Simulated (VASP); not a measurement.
# AlN (Fm-3m) in VASP: a series of runs

Runs on AlN. Level: PBE. Tasks: G0W0 quasiparticle levels.

All numbers are computed with VASP 6.6.1; they aren't measurements. Logs are shortened: lines on timing, memory, paths and dates and some standing lists are left out, and cuts for length are marked.

### 1 The crystal as given

The structure is cubic, space group Fm-3m (No. 225). Conventional cell: a = 4.069 Å, b = 4.069 Å, c = 4.069 Å, α = 90.00°, β = 90.00°, γ = 90.00°. Al (site symmetry m-3m) has 6 N at 2.03 Å as nearest neighbours. N (site symmetry m-3m) has 6 Al at 2.03 Å as nearest neighbours.

Measurements of this composition are mostly on another form, of space group No. 186.

### 2 G0W0 quasiparticle levels, PBE

The input, POSCAR:

```
AlN
1.0
    0.0000000000      2.0345180000      2.0345180000
    2.0345180000      0.0000000000      2.0345180000
    2.0345180000      2.0345180000      0.0000000000
Al N
1 1
Direct
    0.5000000000      0.5000000000      0.5000000000
    0.0000000000      0.0000000000      0.0000000000
```

The input, INCAR.step1:

```
ALGO = Normal ; EDIFF = 1E-8
ENCUT = 450 ; GGA = PE
ISMEAR = 0 ; LASPH = T
LCHARG = F ; LREAL = F
LWAVE = T ; NELM = 100
PREC = Accurate ; SIGMA = 0.01
```

The input, INCAR.step2:

```
ALGO = Exact ; EDIFF = 1E-8
ENCUT = 450 ; GGA = PE
ISMEAR = 0 ; ISTART = 1
LASPH = T ; LCHARG = F
LOPTICS = T ; LREAL = F
LWAVE = T ; NBANDS = 24
NELM = 1 ; PREC = Accurate
SIGMA = 0.01
```

The input, INCAR.step3:

```
ALGO = EVGW0 ; EDIFF = 1E-8
ENCUT = 450 ; ENCUTGW = 100
GGA = PE ; ISMEAR = 0
ISTART = 1 ; LASPH = T
LCHARG = F ; LREAL = F
LWAVE = F ; NBANDS = 24
NBANDSGW = 12 ; NELMGW = 1
NOMEGA = 48 ; PREC = Accurate
PRECFOCK = Fast ; SIGMA = 0.01
```

The input, KPOINTS:

```
k-points
0
Gamma
  5 5 5
```

Potentials or basis: VASP PAW PBE potentials, release 64 (Al_GW, N_GW).

The run is started by

```sh
$ cat potpaw_PBE.64/Al_GW/POTCAR potpaw_PBE.64/N_GW/POTCAR > POTCAR
$ cp INCAR.step1 INCAR
$ mpirun -np 1 vasp_std > vasp.out
$ cp INCAR.step2 INCAR
$ mpirun -np 1 vasp_std > vasp.out
$ cp INCAR.step3 INCAR
$ mpirun -np 1 vasp_std > vasp.out
```

OUTCAR:

```text
EDIFF = 1E-8
   ENCUT = 450
   ENCUTGW = 100
   GGA = PE
   ISMEAR = 0
   ISTART = 1
   LASPH = T
   LREAL = F
   NELMGW = 1
   PREC = Accurate
   PRECFOCK = Fast

 Found     10 irreducible k-points:

 Following reciprocal coordinates:
            Coordinates               Weight
  0.000000  0.000000  0.000000      1.000000
  0.200000  0.000000  0.000000      8.000000
  0.400000  0.000000  0.000000      8.000000
  0.200000  0.200000  0.000000      6.000000
  0.400000  0.200000  0.000000     24.000000
 -0.400000  0.200000  0.000000     24.000000
   k-points           NKPTS =     10   k-points in BZ     NKDIM =    125   number of bands    NBANDS=     24
   number of dos      NEDOS =    301   number of ions     NIONS =      2
   total plane-waves  NPLWV =   8000
   dimension x,y,z NGX =    20 NGY =   20 NGZ =   20
   dimension x,y,z NGXF=    40 NGYF=   40 NGZF=   40
   ions per type =               1   1
   NGX,Y,Z   is equivalent  to a cutoff of  11.56, 11.56, 11.56 a.u.
   NGXF,Y,Z  is equivalent  to a cutoff of  23.11, 23.11, 23.11 a.u.
 SYSTEM =  unknown system
   PREC   = accura    normal or accurate (medium, high low for compatibility)
   ISTART =      1    job   : 0-new  1-cont  2-samecut
   ICHARG =      0    charge: 1-file 2-atom 10-const
   ISPIN  =      1    spin polarized calculation?
   LNONCOLLINEAR =      F non collinear calculations
   LSORBIT =      F    spin-orbit coupling
   LASPH  =      T    aspherical Exc in radial PAW
   ENCUT  =  450.0 eV  33.07 Ry    5.75 a.u.   4.98  4.98  4.98*2*pi/ulx,y,z
   NELM   =     60;   NELMIN=  2; NELMDL=  0     # of ELM steps
   EDIFF  = 0.1E-07   stopping-criterion for ELM
   LREAL  =      F    real-space projection
   EDIFFG = 0.1E-06   stopping-criterion for IOM
   NSW    =      0    number of steps for IOM
   IBRION =     -1    ionic relax: 0-MD 1-quasi-New 2-CG
   NFREE  =      0    steps in history (QN), initial steepest desc. (CG)
   ISIF   =      0    stress and relaxation
   ISYM   =      3    0-nonsym 1-usesym 2-fastsym
   POTIM  = 0.5000    time-step for ionic-motion
   TEBEG  =    0.0;   TEEND  =   0.0 temperature during run
   PSTRESS=    0.0 pullay stress
   NELECT =       8.0000    total number of electrons
   NUPDOWN=      -1.0000    fix difference up-down
   EMIN   =  10.00;   EMAX   =-10.00  energy-range for DOS
   EFERMI =   0.00;   METHOD = LEGACY
   ISMEAR =     0;   SIGMA  =   0.01  broadening in eV -4-tet -1-fermi 0-gaus
   EFERMI_NEDOS =   21; number of points for ismear=-14 and -15
   IALGO  =     38    algorithm
   IMIX   =      4    mixing-type and parameters
     AMIX     =   0.40;   BMIX     =  1.00
     AMIX_MAG =   1.60;   BMIX_MAG =  1.00
  volume/ion in A,a.u.               =       8.42        56.83
  Fermi-wavevector in a.u.,A,eV,Ry     =   1.277321  2.413786 22.198561  1.631548
  Thomas-Fermi vector in A             =   2.409927
   LORBIT       =      0    0 simple, 1 ext, 2 COOP (PROOUT), +10 PAW based schemes
   GGA     = PE    functional components
   LHFCALC =     T    Hartree Fock is set to
   PRECFOCK=fast      Normal, Fast or Accurate (Low or Medium for compatibility)
   ENCUT4O =  -1.0   cutoff for four orbital integrals eV
   NKREDX  =     1    reduce k-point grid by
   NKREDY  =     1    reduce k-point grid by
   NKREDZ  =     1    reduce k-point grid by
   AEXX    =    1.0000 exact exchange contribution
   HFSCREEN=    0.0000 screening length (either q_TF or 0.3 A-1)
   HFSCREENC=   0.0000 screening length for correlation (either q_TF or 0.3 A-1)
   ENCUTFOCK=  -1.0 apply spherical cutoff to Coloumb kernel
   IVDW    =     0    specifies the selected vdW correction
   LEPSILON=     F    determine dielectric tensor
   LRPA    =     F    only Hartree local field effects (RPA)
   LRPAFORCE           =     F    calculate RPA forces
   ENCUTGW             = 100.0    cutoff for response function in eV
   ENCUTGWSOFT         =  80.0    soft cutoff for Coulomb kernel in GW response function in eV
   ENCUTLF             =  -1.0    cutoff for local field effects
   NELMGW              =     1    number of iterations in solving QP/BSE equation
   NELMHF              =     1    number of iterations in the inner HF iteration
   NKREDLFX            =     1    NKREDLFY  =   1   NKREDLFZ  =   1
 non-spin polarized calculation
 Gauss-broadening in eV      SIGMA  =   0.01
  energy-cutoff  :      450.00
  volume of cell :       16.84
 maximum number of plane-waves:       373
  NGX = 12; NGY = 12; NGZ = 12
   NGX =  9   NGY =  9   NGZ =  9
 maximum number of plane-waves:        51

 QP shifts <psi_nk| G(iteration)W_0 |psi_nk>: iteration 1
 for sc-GW calculations column KS-energies equals QP-energies in previous step
 and V_xc(KS)=  KS-energies - (<T + V_ion + V_H > + <T+V_H+V_ion>^1  + <V_x>^1)

 k-point   1 :       0.0000    0.0000    0.0000
  band No.  KS-energies  QP-energies   sigma(KS)   V_xc(KS)     V^pw_x(r,r')   Z            occupation Imag(sigma)

      1      -8.9211     -10.2391     -16.3647     -14.6238     -24.8277       0.7571       2.0000       1.5014
      2       8.4714       8.3015     -17.5543     -17.3416     -21.0498       0.7989       2.0000       0.0882
      3       8.4714       8.3015     -17.5543     -17.3416     -21.0498       0.7989       2.0000       0.0882
      4       8.4714       8.3015     -17.5543     -17.3416     -21.0498       0.7989       2.0000       0.0882
      5      13.8697      15.2738     -12.8513     -14.5821      -8.9227       0.8112       0.0000      -0.0860
      6      20.5508      21.8096      -9.1074     -10.6406      -4.4618       0.8210       0.0000      -0.1166
      7      20.5508      21.8096      -9.1074     -10.6406      -4.4618       0.8210       0.0000      -0.1166
      8      20.5508      21.8096      -9.1074     -10.6406      -4.4618       0.8210       0.0000      -0.1166
      9      25.6332      26.3088      -8.6286      -9.5049      -2.6136       0.7710       0.0000      -0.3932
     10      26.0837      27.7395      -9.4393     -11.4880      -4.4479       0.8082       0.0000      -0.2315
     11      26.0837      27.7395      -9.4393     -11.4880      -4.4479       0.8082       0.0000      -0.2315
     12      26.9883      28.3150      -9.4208     -11.1515      -2.8773       0.7666       0.0000      -0.4870

 k-point   2 :       0.2000    0.0000    0.0000
  band No.  KS-energies  QP-energies   sigma(KS)   V_xc(KS)     V^pw_x(r,r')   Z            occupation Imag(sigma)
[... 65 lines left out ...]
      1      -5.3715      -6.3613     -17.7223     -16.4075     -25.8326       0.7528       2.0000       1.0711
      2       1.1215       0.2085     -14.5562     -13.3433     -19.2792       0.7528       2.0000       0.2047
      3       4.8676       4.2173     -15.7478     -14.9186     -19.6335       0.7843       2.0000       0.1220
      4       6.9797       6.5814     -16.8436     -16.3427     -20.5148       0.7950       2.0000       0.1000
      5      15.8263      17.0465     -10.1413     -11.6243      -5.8836       0.8227       0.0000      -0.0919
      6      17.9039      19.4817     -11.4000     -13.3591      -6.9135       0.8054       0.0000      -0.1116
      7      20.7145      22.2004      -9.7542     -11.6044      -4.8077       0.8031       0.0000      -0.1432
      8      20.7574      22.6882     -12.9256     -15.4205      -7.7036       0.7739       0.0000      -0.1672
      9      26.1797      27.4758      -9.6051     -11.2686      -3.4684       0.7792       0.0000      -0.4205
     10      27.9267      29.2409      -9.3010     -10.9643      -3.3439       0.7901       0.0000      -0.4799
     11      28.9980      30.2689      -8.9197     -10.5371      -2.5715       0.7858       0.0000      -0.6182
     12      35.9132      37.9831     -10.3197     -12.9121      -3.7401       0.7984       0.0000      -1.1108

 [... further k-points ...]
```

OUTCAR.step1:

```text
EDIFF = 1E-8
   ENCUT = 450
   GGA = PE
   ISMEAR = 0
   LASPH = T
[... 176 lines left out ...]
 -----------------------------------------------------------------------------------
      2.03452      2.03452      2.03452         0.000000     -0.000000      0.000000
      0.00000      0.00000      0.00000        -0.000000      0.000000     -0.000000
 -----------------------------------------------------------------------------------
    total drift:                               -0.000000     -0.000000     -0.000000

  FREE ENERGIE OF THE ION-ELECTRON SYSTEM (eV)
  ---------------------------------------------------
  free  energy   TOTEN  =       -14.5493583016 eV

  energy  without entropy=      -14.5493583016  energy(sigma->0) =      -14.54935830
```

OUTCAR.step2:

```text
EDIFF = 1E-8
   ENCUT = 450
   GGA = PE
   ISMEAR = 0
[... 560 lines left out ...]
  --------------------------------------------------------------------------------------------------------------
     0.00000     5.82661     5.82661     5.82661    -0.00000    -0.00000     0.00000
     0.93479     5.88081     5.88081     5.88081    -0.00000    -0.00000     0.00000
     1.86959     6.05476     6.05476     6.05476    -0.00000    -0.00000     0.00000
     2.80438     6.38292     6.38292     6.38292    -0.00000    -0.00000     0.00000
     3.73918     6.95290     6.95290     6.95290    -0.00000    -0.00000     0.00000
     4.67397     8.04949     8.04949     8.04949    -0.00000    -0.00000     0.00000
[... 92 lines left out ...]
    91.60986     0.92645     0.92645     0.92645     0.00000     0.00000    -0.00000
    92.54465     0.92803     0.92803     0.92803     0.00000     0.00000    -0.00000
```

It took 49 s on 1 thread of AMD EPYC 7R43 (Zen 3), shared host; peak memory 0.12 GiB.

The run converged, but some of its settings lie outside the range that counts as converged, so its numbers aren't taken as properties of the crystal.

Results:

- Band gap on the k mesh, mean-field level: 5.03 eV, indirect (least direct gap 5.40 eV)
- Quasiparticle gap: 6.40 eV
- Least direct quasiparticle gap: 6.97 eV

Caveat: the k mesh is coarse (spacing up to 0.53 Å⁻¹), so the values aren't converged; bands, screening cutoff and mesh are small and nothing is extrapolated, so the quasiparticle values aren't converged; an odd mesh through Γ misses points on the zone boundary, where band edges often lie.

### 3 G0W0 quasiparticle levels, PBE

POSCAR is that of step 2.

INCAR.step1 is that of step 2.

INCAR.step2, as its differences from that of step 2:

```diff
@@ -5,3 +5,3 @@
 LOPTICS = T ; LREAL = F
-LWAVE = T ; NBANDS = 24
+LWAVE = T ; NBANDS = 44
 NELM = 1 ; PREC = Accurate
```

The input, INCAR.step3:

```
ALGO = EVGW0 ; EDIFF = 1E-8
ENCUT = 450 ; ENCUTGW = 150
GGA = PE ; ISMEAR = 0
ISTART = 1 ; LASPH = T
LCHARG = F ; LREAL = F
LWAVE = F ; NBANDS = 44
NBANDSGW = 12 ; NELMGW = 1
NOMEGA = 48 ; PREC = Accurate
PRECFOCK = Fast ; SIGMA = 0.01
```

The input, KPOINTS:

```
k-points
0
Gamma
  4 4 4
```

Potentials or basis: VASP PAW PBE potentials, release 64 (Al_GW, N_GW).

The run is started by

```sh
$ cat potpaw_PBE.64/Al_GW/POTCAR potpaw_PBE.64/N_GW/POTCAR > POTCAR
$ cp INCAR.step1 INCAR
$ mpirun -np 1 vasp_std > vasp.out
$ cp INCAR.step2 INCAR
$ mpirun -np 1 vasp_std > vasp.out
$ cp INCAR.step3 INCAR
$ mpirun -np 1 vasp_std > vasp.out
```

OUTCAR:

```text
EDIFF = 1E-8
   ENCUT = 450
   ENCUTGW = 150
   GGA = PE
   ISMEAR = 0
   ISTART = 1
   LASPH = T
   LREAL = F
   NELMGW = 1
   PREC = Accurate
   PRECFOCK = Fast

 Found      8 irreducible k-points:

 Following reciprocal coordinates:
            Coordinates               Weight
  0.000000  0.000000  0.000000      1.000000
  0.250000  0.000000  0.000000      8.000000
  0.500000  0.000000  0.000000      4.000000
  0.250000  0.250000  0.000000      6.000000
  0.500000  0.250000  0.000000     24.000000
 -0.250000  0.250000  0.000000     12.000000
   k-points           NKPTS =      8   k-points in BZ     NKDIM =     64   number of bands    NBANDS=     44
   number of dos      NEDOS =    301   number of ions     NIONS =      2
   total plane-waves  NPLWV =   8000
   dimension x,y,z NGX =    20 NGY =   20 NGZ =   20
   dimension x,y,z NGXF=    40 NGYF=   40 NGZF=   40
   ions per type =               1   1
   NGX,Y,Z   is equivalent  to a cutoff of  11.56, 11.56, 11.56 a.u.
   NGXF,Y,Z  is equivalent  to a cutoff of  23.11, 23.11, 23.11 a.u.
 SYSTEM =  unknown system
[... 54 lines left out ...]
   NKREDLFX            =     1    NKREDLFY  =   1   NKREDLFZ  =   1
 non-spin polarized calculation
 Gauss-broadening in eV      SIGMA  =   0.01
  energy-cutoff  :      450.00
  volume of cell :       16.84
 maximum number of plane-waves:       380
  NGX = 12; NGY = 12; NGZ = 12
   NGX =  9   NGY =  9   NGZ =  9
 maximum number of plane-waves:        76

 QP shifts <psi_nk| G(iteration)W_0 |psi_nk>: iteration 1
 for sc-GW calculations column KS-energies equals QP-energies in previous step
 and V_xc(KS)=  KS-energies - (<T + V_ion + V_H > + <T+V_H+V_ion>^1  + <V_x>^1)

 k-point   1 :       0.0000    0.0000    0.0000
  band No.  KS-energies  QP-energies   sigma(KS)   V_xc(KS)     V^pw_x(r,r')   Z            occupation Imag(sigma)

      1      -8.8981     -10.3730     -16.6159     -14.6143     -24.8092       0.7369       2.0000       1.4083
      2       8.5093       7.9868     -17.9985     -17.3405     -21.1674       0.7941       2.0000       0.0859
      3       8.5093       7.9868     -17.9985     -17.3405     -21.1674       0.7941       2.0000       0.0859
      4       8.5093       7.9868     -17.9985     -17.3405     -21.1674       0.7941       2.0000       0.0859
      5      13.8955      15.0385     -13.1670     -14.5839      -8.7855       0.8067       0.0000      -0.0996
      6      20.5531      21.4699      -9.5103     -10.6313      -4.4182       0.8179       0.0000      -0.1274
      7      20.5531      21.4699      -9.5103     -10.6313      -4.4182       0.8179       0.0000      -0.1274
      8      20.5531      21.4699      -9.5103     -10.6313      -4.4182       0.8179       0.0000      -0.1274
      9      25.6378      26.0019      -9.0089      -9.4831      -2.5799       0.7677       0.0000      -0.4002
     10      26.0858      27.2976      -9.9711     -11.4857      -4.4378       0.8000       0.0000      -0.2272
     11      26.0858      27.2976      -9.9711     -11.4857      -4.4378       0.8000       0.0000      -0.2272
     12      26.9880      28.0416      -9.7769     -11.1456      -2.8678       0.7698       0.0000      -0.5119
[... 68 lines left out ...]
      1      -6.0395      -7.2955     -17.5008     -15.8267     -25.3447       0.7503       2.0000       1.1144
      2       2.6134       1.5996     -15.7554     -14.4273     -19.9684       0.7633       2.0000       0.1631
      3       4.4233       3.4613     -15.6706     -14.4394     -19.3003       0.7813       2.0000       0.1219
      4       7.4082       6.7573     -17.4376     -16.6132     -20.7425       0.7895       2.0000       0.0906
      5      16.6930      17.6515     -10.3312     -11.5046      -5.4898       0.8169       0.0000      -0.1114
      6      18.8047      20.2793     -13.0072     -14.8873      -7.7698       0.7843       0.0000      -0.1399
      7      18.9359      20.1321     -12.1498     -13.6536      -7.0956       0.7955       0.0000      -0.1294
      8      20.8070      21.9758     -10.0622     -11.5236      -4.6651       0.7998       0.0000      -0.1544
      9      24.9583      25.8540      -9.4900     -10.6096      -3.6820       0.8000       0.0000      -0.2757
     10      27.4411      28.3995     -10.2575     -11.5006      -3.4550       0.7710       0.0000      -0.4968
     11      29.6348      30.6763      -9.5356     -10.8754      -2.5227       0.7773       0.0000      -0.6728
     12      33.5771      34.9298     -10.1898     -11.8848      -3.3766       0.7981       0.0000      -0.8834

 [... further k-points ...]
```

OUTCAR.step1:

```text
EDIFF = 1E-8
   ENCUT = 450
   GGA = PE
   ISMEAR = 0
   LASPH = T
[... 176 lines left out ...]
 -----------------------------------------------------------------------------------
      2.03452      2.03452      2.03452         0.000000      0.000000     -0.000000
      0.00000      0.00000      0.00000         0.000000     -0.000000      0.000000
 -----------------------------------------------------------------------------------
    total drift:                                0.000000     -0.000000     -0.000000

  FREE ENERGIE OF THE ION-ELECTRON SYSTEM (eV)
  ---------------------------------------------------
  free  energy   TOTEN  =       -14.4865839457 eV

  energy  without entropy=      -14.4865839457  energy(sigma->0) =      -14.48658395
```

OUTCAR.step2:

```text
EDIFF = 1E-8
   ENCUT = 450
   GGA = PE
   ISMEAR = 0
[... 560 lines left out ...]
  --------------------------------------------------------------------------------------------------------------
     0.00000     6.49750     6.49750     6.49750    -0.00000    -0.00000    -0.00000
     1.32337     6.63419     6.63419     6.63419    -0.00000    -0.00000    -0.00000
     2.64674     7.10647     7.10647     7.10647    -0.00000    -0.00000    -0.00000
     3.97012     8.19280     8.19280     8.19280    -0.00000    -0.00000    -0.00000
     5.29349    12.78997    12.78997    12.78997    -0.00000    -0.00000    -0.00000
     6.61686    17.99356    17.99356    17.99356    -0.00000    -0.00000    -0.00000
[... 92 lines left out ...]
   129.69049     0.95916     0.95916     0.95916     0.00000     0.00000     0.00000
   131.01386     0.96004     0.96004     0.96004     0.00000     0.00000     0.00000
```

Run time: 31 s. Hardware: 1 thread of AMD EPYC 7R43 (Zen 3), shared host; peak memory 0.12 GiB.

These settings aren't checked as converged: the numbers below hold their error.

Results:

| Quantity | Value |
| --- | --- |
| Band gap on the k mesh, mean-field level | 4.37 eV, indirect (least direct gap 5.39 eV) |
| Quasiparticle gap | 5.82 eV |
| Least direct quasiparticle gap | 7.05 eV |

Caveat: the k mesh is coarse (spacing up to 0.67 Å⁻¹), so the values aren't converged; bands, screening cutoff and mesh are small and nothing is extrapolated, so the quasiparticle values aren't converged.

(Part 1 of 2 ends here.)
